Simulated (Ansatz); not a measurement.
# CuO: the cost of one run

Method: DFT PBEsol, scalar-relativistic, plane waves, PAW, in Ansatz 0.2.0.

3 further runs of the same task are left out: 3 that didn't finish.

### 1 Starting point

The structure is monoclinic, space group C2/c (No. 15). The conventional cell has a = 4.684 Å, b = 3.423 Å, c = 5.129 Å, α = 90.00°, β = 99.54°, γ = 90.00°. Around Cu (site symmetry -1) lie 4 O at 1.95 to 1.96 Å. Around O (site symmetry 2) lie 4 Cu at 1.95 to 1.96 Å.

Coordinates:

```xyz
4
Lattice="2.3418 -1.7113 0.0000 2.3418 1.7113 0.0000 -0.8500 0.0000 5.0579" Properties=species:S:1:pos:R:3 pbc="T T T"
Cu    1.1709    0.8557    0.0000
Cu    0.7459   -0.8557    2.5289
O     2.1293   -0.2793    1.2645
O     1.7043    0.2793    3.7934
```

Source of the structure: the Crystallography Open Database.

(A quick probe on a coarse mesh, which set the mesh and smearing, is not shown.)

### 3 Relaxing cell and atoms

input.yaml reads:

```yaml
crystal:
  lattice:
    - [2.34185, -1.7113, 0.0]
    - [2.34185, 1.7113, 0.0]
    - [-0.85003, 0.0, 5.05787]
  atoms:
    - { symbol: Cu, position: [0.0, 0.5, 0.0] }
    - { symbol: Cu, position: [0.5, 0.0, 0.5] }
    - { symbol: O, position: [0.5816, 0.4184, 0.25] }
    - { symbol: O, position: [0.4184, 0.5816, 0.75] }
basis:
  ecutwfc: 420
kpoints:
  mp_grid: { grid: [16, 16, 8] }
hamiltonian:
  xc: pbesol
scf:
  occupations: { method: gaussian, width: 0.1 }
output:
  forces: true
  stress: true
  eigenvalues: true
relax:
  adjacent_minimum: "off"
  f_tol: 0.005
  max_steps: 80
  cell: { stress_tol: 0.05 }
```

Started as:

```console
ansatz run input.yaml --threads 2 --pin off --max-ram 5120MiB --backend cpu --events-out ev --progress --plain --runs-dir out
```

Q: Estimate wall time and peak memory on 2 threads of AMD EPYC 9R45 (Zen 5), shared host.

About 2 min, with a peak of 0.85 GiB.
